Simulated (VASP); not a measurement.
Mg: hyperfine couplings with r2SCAN+D4

Crystal: Mg.

```xyz
2
Lattice="3.1213 0.0000 0.0000 -1.5607 2.7032 0.0000 0.0000 0.0000 5.0675" Properties=species:S:1:pos:R:3 pbc="T T T"
Mg    1.5607    0.9011    3.8006
Mg    0.0000    1.8021    1.2669
```

The cell isn't the ideal one: volume scaled by 0.92.

```json
{"Program": "VASP 6.6.1", "Task": "hyperfine couplings", "Functional": "r2SCAN", "Dispersion": "D4", "Potentials or basis": "VASP PAW PBE potentials, release 64 (Mg)", "Cutoff": "520 eV", "k mesh": "10 × 10 × 5", "Occupations": "methfessel-paxton, width 0.1 eV", "Spin": "collinear spin, zero start", "Starting moments": "[0.0, 0.0] μB", "Further INCAR settings": "ALGO = Normal; EDIFF = 1e-06"}
```

| Item | Value |
| --- | --- |
| Pressure | 1.9 GPa |
| Band gap on the k mesh | none (metal or under the smearing width) |
| Net moment | 0.00 μB per cell |
| Valence electrons inside the program's atomic spheres | Mg 0.35 |
| Dispersion energy per atom | -0.029 eV |

Stress tensor (GPa, compression positive):
```
1.69 0.00 0.00
0.00 1.69 0.00
0.00 0.00 2.36
```

Levels at points of the mesh, in eV from the Fermi level:
Spin up:
```csv
k point,band 1,band 2,band 3,band 4,band 5
"(0.00, 0.00, 0.00)",-7.77,-2.08,-1.25,12.07,12.07
"(0.50, 0.00, 0.00)",-2.56,-2.33,2.87,3.08,3.73
```
Spin down:
```tsv
k point	band 1	band 2	band 3	band 4	band 5	band 6
(0.00, 0.00, 0.00)	-7.77	-2.08	-1.25	12.07	12.07	12.38
(0.50, 0.00, 0.00)	-2.56	-2.33	2.87	3.08	3.73	4.14
```

Hyperfine coupling, principal values (MHz):
```tsv
atom	values
1 Mg	0.0, 0.0, 0.0
2 Mg	0.0, 0.0, 0.0
```

Run time: 64 s on 1 thread of Intel(R) Xeon(R) Platinum 8559C (Emerald Rapids), with other jobs on the host, peak memory 0.18 GiB.

Caveat: the PAW data sets were made with another functional, which shifts forces and pressure a little; pairwise dispersion overbinds metals, which lowers pressure and volume.
